**1. Which smearing gives the larger density of states, and has the metal changed?**

All-electron LAPW+lo calculations with exciting (sodium release) and the PBE functional for body-centred cubic tungsten, with one atom per cell and the same fixed geometry in every row. All runs use a 12×12×12 k mesh, Gaussian smearing and rgkmax 9, without spin polarisation or spin–orbit coupling.

| smearing width | dos at fermi (states/eV/cell) |
| --- | --- |
| 0.012 eV | 2.179 |
| 0.013 eV | 2.068 |
| 0.021 eV | 1.749 |
| 0.022 eV | 1.724 |
| 0.023 eV | 1.699 |
| 0.024 eV | 1.674 |
| 0.025 eV | 1.648 |

The narrowest smearing gives the largest density of states at the Fermi energy (*dos at fermi*, here $D$). It falls at every step as the *smearing width* $w$ grows, by 24% over the series. The crystal is the same tungsten throughout, and the total energies agree within about 1 meV. What changes is the way in which the calculation counts levels.

**2. Why does a wider Gaussian lower the count per electronvolt?**

The program knows the bands only at the k points of its mesh. It replaces each level there by a Gaussian of unit area and adds up their heights at the Fermi energy. Two limits frame the result. If the levels lay densely and evenly, widening the Gaussians would bring in new levels as fast as it lowered each peak, and $D$ would stay constant. If all the counted levels sat exactly at the Fermi energy, only the peak height would matter; $D$ would go as $1/w$ and fall by 52% over this series. The computed fall of 24% lies between these limits: wider Gaussians do reach further levels, but too few to make up for the lower peaks.

**3. How many k points carry the result?**

Multiplying $D$ by $w\sqrt{\pi}$ removes the peak height and leaves a weighted number of states near the Fermi energy. At the widest smearing this is $1.648\times0.025\times\sqrt{\pi}=0.073$ states. Symmetry ties a general k point to 47 others, and one band on such a star of 48 points holds $2\times48/12^3=0.056$ states, the 2 standing for spin. The whole density of states therefore rests on the equivalent of 1.3 stars.

Electron counting suggests why there is a star near the Fermi energy at all. Completely filled stars rarely add up to exactly the required number of electrons, so one star is usually left partly filled, and the Fermi energy settles close to it. On a coarse mesh this can imitate a high density of states even where the true one is low. The Fermi energies printed by the same runs support the picture of a partly filled star. A lone star keeps its filling only if the Fermi energy moves away from it in proportion to the width. Between the two narrowest widths the Fermi energy rises by 0.47 meV for 1 meV of width, while the core levels hardly move. A star lying 0.47 widths away would count as $e^{-0.47^2}=0.80$ of a full one, close to the 0.83 found at the narrowest width. From 0.021 eV on, the count exceeds one star, so further levels must contribute.

**4. Can a simple formula give the value at zero width?**

The two limits suggest a constant plus a term in $1/w$. Fitted to all seven rows, this form follows the values to about 1%, whereas a single star at a fixed distance from the Fermi energy does clearly worse, as the printed output shows. That second form ignores the movement of the Fermi energy. Yet the good fit of the first offers no route to zero width, because its $1/w$ term grows without bound there, as it must while a star on a fixed mesh stays partly filled. Nor does the fit separate the star from the other levels. Its $1/w$ coefficient times $\sqrt{\pi}$ is 0.021 states, less than half of the 0.046 counted at the narrowest width, where one star should supply nearly everything. The fitted constant, about 1.2 states/eV, is therefore not the density of states of tungsten: both terms describe the same few mesh levels.

**5. Why does the energy hardly notice?**

Smearing adds an entropy term, which for Gaussians is $TS=w^2D/2$. It grows from 0.16 to 0.52 meV although $D$ falls, because the squared width wins. The term is small because only the few levels close to the Fermi energy are partly filled, and each state adds at most $w/(2\sqrt{\pi})$, less than a third of the width.

The usual extrapolation to zero width adds half of $TS$ to the free energy $F$. It follows from $dF/dw=-wD/2$ if $D$ is constant. Here $D$ varies, and integrating over the computed values gives a fall in $F$ of 0.22 meV between the end widths, of which the correction removes 0.18 meV. The remainder is harmless for most energies, but this tests only the width and leaves the error of the mesh untouched.

**6. What would a denser mesh change?**

The number of stars within reach of the Fermi energy grows with the width, the true density of states and the number of k points. For tungsten the Fermi energy lies in a deep minimum between d bands; the electronic specific heat implies roughly 0.4 states/eV per atom (a recalled value). At the widest smearing, that density would fill only 0.3 of a star on the present mesh. Doubling the mesh in each direction would raise this to about 2.6 stars, which is better but still a sparse sample. By the same reasoning, at equal width a metal whose density of states is high and also smooth around the Fermi energy should need fewer k points for a steady value; a sharp peak there would spoil this advantage.

**7. Which digits can be trusted?**

As a property of tungsten, not even the first. The values are four to five times the rough one from specific heat, and an electronic specific heat computed from them would be too large by the same factor. Near the widest smearing, 1 meV of extra width still changes $D$ by about 1.5%, so the later digits record the choice of width. Spin–orbit coupling, left out in every row, can shift 5d bands of tungsten by much more than these widths and could bring other levels to the Fermi energy. With Gaussian smearing, a usable value needs a mesh refined until $D$ is steady against both the mesh and small changes of $w$, and then a check with that coupling included. The tetrahedron method, which interpolates the bands between k points, removes the choice of width but not the need to test the mesh.

Numerical output:

```
Counting states near the Fermi energy:
       row  weighted states  in general stars  DOS change in % per meV of width  TS from DOS in meV  TS printed in meV
  0.012 eV          0.04635            0.8342                               n/a              0.1569             0.1569
  0.013 eV          0.04765            0.8577                            -5.094              0.1747             0.1747
  0.021 eV           0.0651             1.172                            -1.928              0.3857             0.3856
  0.022 eV          0.06723              1.21                            -1.429              0.4172             0.4173
  0.023 eV          0.06926             1.247                             -1.45              0.4494             0.4495
  0.024 eV          0.07121             1.282                            -1.471              0.4821             0.4821
  0.025 eV          0.07303             1.314                            -1.553               0.515              0.515
Fall of the DOS from narrowest to widest smearing (%): 24.37
Fall expected if all counted levels sat at the Fermi energy (%): 52
States carried by one band on one general star: 0.05556
Largest DOS over the rough recalled value (ratio): 5.447
Smallest DOS over the rough recalled value (ratio): 4.12
Stars that the recalled DOS would fill at the widest smearing: 0.319
The same on a 24x24x24 mesh (stars): 2.552
Rise of the Fermi energy over the series (meV): 4.76
Growth of the entropy term over the series (ratio): 3.282
Growth of the squared width (ratio): 4.34
Fall of the free energy over the series by integration (meV): 0.2186
Part of it removed by the half-TS correction (meV): 0.1791
fit of dos_at_fermi on 7 rows: constant 1.186 +/- 0.016, coefficient of 1/w 0.01173 +/- 0.00028; rms 0.0104, worst 0.013 eV 0.0202, leave-one-out rms 0.0197
fit of dos_at_fermi on 7 rows: coefficient of exp(-(s/w)**2)/w 0.0458 +/- 0.0005, s 0.009217; rms 0.0449, worst 0.012 eV -0.0633, leave-one-out rms 0.0797
```
